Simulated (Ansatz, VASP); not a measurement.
Given: the input of a run of VASP 6.6.1 on BAs.

File INCAR:

```
SYSTEM = BAs
  ALGO = Normal
  EDIFF = 1E-7
  ENCUT = 520
  GGA = PE
  ISIF = 2
  ISMEAR = -1
  LASPH = .True.
  LCHARG = .True.
  LELF = .True.
  LREAL = .False.
  LVHAR = .True.
  LWAVE = .False.
  NBANDS = 11
  NELM = 60
  PREC = Accurate
  SIGMA = 0.05
```

File KPOINTS:

```
k-points
0
Gamma
  10 10 10
  0 0 0
```

File POSCAR:

```
BAs
1.0
    0.0000000000      2.4043183418      2.4043183418
    2.4043183418      0.0000000000      2.4043183418
    2.4043183418      2.4043183418      0.0000000000
As B
1 1
Direct
    0.7500000000      0.7500000000      0.7500000000
    0.0000000000      0.0000000000      0.0000000000
```

Potentials or basis: VASP PAW PBE potentials, release 64 (As, B).

Command:

```console
$ cat potpaw_PBE.64/As/POTCAR potpaw_PBE.64/B/POTCAR > POTCAR
$ mpirun -np 1 vasp_std > vasp.out
```

**Question.** Translate it to Ansatz 0.2.0. Potentials there: all-electron LAPW, scalar-relativistic.

**Answer.** As run (the cutoff follows the program's own potentials):

The input input.yaml:

```yaml
crystal:
  lattice:
    - [0.0, 2.4043183418, 2.4043183418]
    - [2.4043183418, 0.0, 2.4043183418]
    - [2.4043183418, 2.4043183418, 0.0]
  atoms:
    - { symbol: As, position: [0.75, 0.75, 0.75] }
    - { symbol: B, position: [0.0, 0.0, 0.0] }
kpoints:
  mp_grid: { grid: [10, 10, 10] }
scf:
  occupations: { method: fermi_dirac, width: 0.05 }
hamiltonian:
  xc: pbe
  pseudopotentials: { kind: all_electron, lapw: { basis_error: 0.0005 } }
output:
  forces: true
  stress: true
  eigenvalues: true
```

Potentials or basis: all-electron LAPW, scalar-relativistic.

Run with:

```console
$ ansatz run input.yaml --threads 1 --pin off --max-ram 2560MiB --backend cpu --events-out ev --progress --plain --runs-dir out
```

Both were run:

|  | VASP | Ansatz | Ansatz less VASP |
| --- | --- | --- | --- |
| gap on the k mesh at the Fermi level (eV) | 1.20 | 1.21 | +0.011 |
| least direct gap on the mesh (eV) | 3.25 | 3.26 | +0.008 |
| pressure (GPa) | 0.7 | 0.0 | -0.63 |

Ansatz ran all-electron here, so the differences hold the error of VASP's frozen core and of both bases.

A k mesh can miss the band edges.
